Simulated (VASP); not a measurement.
# VASP 6.6.1 run: BeTe

INCAR

```
ENCUT = 520
ALGO = Normal
NSW = 0
ISIF = 2
NBANDS = 11
IBRION = -1
EDIFF = 1E-7
ADDGRID = .TRUE.
METAGGA = R2SCAN
NELM = 120
PREC = Accurate
LWAVE = .FALSE.
LCHARG = .FALSE.
ISMEAR = 0
LREAL = .FALSE.
LASPH = .TRUE.
SIGMA = 0.01
```

KPOINTS

```
KPOINTS created by Atomic Simulation Environment
0
Gamma
8 8 8
0 0 0
```

POSCAR

```
Be Te
 1.0000000000000000
     0.0000000000000000    2.9417685704999998    2.9417685704999998
     2.9417685704999998    0.0000000000000000    2.9417685704999998
     2.9417685704999998    2.9417685704999998    0.0000000000000000
 Be  Te
   1   1
Cartesian
  0.0000000000000000  0.0000000000000000  0.0000000000000000
  1.4708842852499999  1.4708842852499999  1.4708842852499999
```

The recommended PBE PAW datasets give the neutral cell 8 valence electrons.

Command

```
mpirun -np 1 vasp_std
```

**Question.** Predict the outcome of this run.

**Answer.** It converged. Results: gap between bands v and c on the k mesh 2.62 eV; least direct gap on the k mesh 3.53 eV; pressure -5.5 GPa. Band v is the last that the valence electrons fill when counted band by band, and c is the next.

OSZICAR

```
N       E                     dE             d eps       ncg     rms          rms(c)
DAV:   1    -0.393746914283E+01   -0.39375E+01   -0.32354E+03   638   0.589E+02
DAV:   2    -0.304332429420E+02   -0.26496E+02   -0.25440E+02   805   0.904E+01
DAV:   3    -0.316666026816E+02   -0.12334E+01   -0.12312E+01   848   0.213E+01
DAV:   4    -0.316782168592E+02   -0.11614E-01   -0.11613E-01   790   0.238E+00
DAV:   5    -0.316783916700E+02   -0.17481E-03   -0.17481E-03   813   0.280E-01    0.381E+00
DAV:   6    -0.305637741077E+02    0.11146E+01   -0.14152E-01   674   0.249E+00    0.281E+00
DAV:   7    -0.305832940868E+02   -0.19520E-01   -0.12107E-01   734   0.215E+00    0.443E-01
DAV:   8    -0.305810315561E+02    0.22625E-02   -0.61592E-03   757   0.432E-01    0.309E-01
DAV:   9    -0.305815901943E+02   -0.55864E-03   -0.79064E-04   738   0.206E-01    0.422E-02
DAV:  10    -0.305815846121E+02    0.55822E-05   -0.78095E-05   771   0.459E-02    0.272E-02
DAV:  11    -0.305815879696E+02   -0.33576E-05   -0.11968E-05   733   0.264E-02    0.137E-02
DAV:  12    -0.305815891036E+02   -0.11339E-05   -0.66756E-07   745   0.561E-03    0.134E-03
DAV:  13    -0.305815891881E+02   -0.84503E-07   -0.84834E-08   530   0.143E-03
   1 F= -.30581589E+02 E0= -.30581589E+02  d E =-.161691E-41
```

For comparison, a separate r²SCAN run of the intended cell, on usual settings and not on those above, gives a gap of 2.62 eV on its mesh and a pressure of -5.5 GPa.
